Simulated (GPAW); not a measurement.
Runs of GPAW 26.7.0 on TiAl. Symmetry: Pm-3m, No. 221, cubic system. The conventional cell has a = 3.179 Å, b = 3.179 Å, c = 3.179 Å, α = 90.00°, β = 90.00°, γ = 90.00°. Around Ti (site symmetry m-3m) lie 8 Al at 2.75 Å. Al (site symmetry m-3m) has 8 Ti at 2.75 Å as nearest neighbours. The cell comes from a database or a generator and needn't be the stable form of this composition.

| task | level | potentials or basis | cell | band path | band points | gap on the mesh (eV) | pressure (GPa) | V0 of scaled cells (Å³/atom) | B0 (GPa) |
| --- | --- | --- | --- | --- | --- | --- | --- | --- | --- |
| band structure | PBEsol | PAW data sets generated in the run's folder for this functional, pw | as given | GXMGRX,MR | 100 | - | -2.5 | - | - |
| equation of state | LDA | the program's PAW data sets (release 1.2.1) made for this functional, pw | as given | - | - | - | - | 15.32 | (a) |
| single point | PBEsol | PAW data sets generated in the run's folder for this functional, pw | atoms moved at random, drawn with an rms of 0.05 Å | - | - | none | -2.4 | - | - |
| equation of state | PBEsol | PAW data sets generated in the run's folder for this functional, pw | as given | - | - | - | - | 15.79 | 118 |
| single point | PBEsol | PAW data sets generated in the run's folder for this functional, pw | as given | - | - | none | -2.5 | - | - |

Alike in all rows: no spin polarisation; k mesh 8 × 8 × 8; cutoff (eV) 600; smearing fermi-dirac 0.05 eV.

Problem. Fill in the values left out.

Solution. (a) 125.

A gap of «none» marks a metal or a gap under the smearing width.
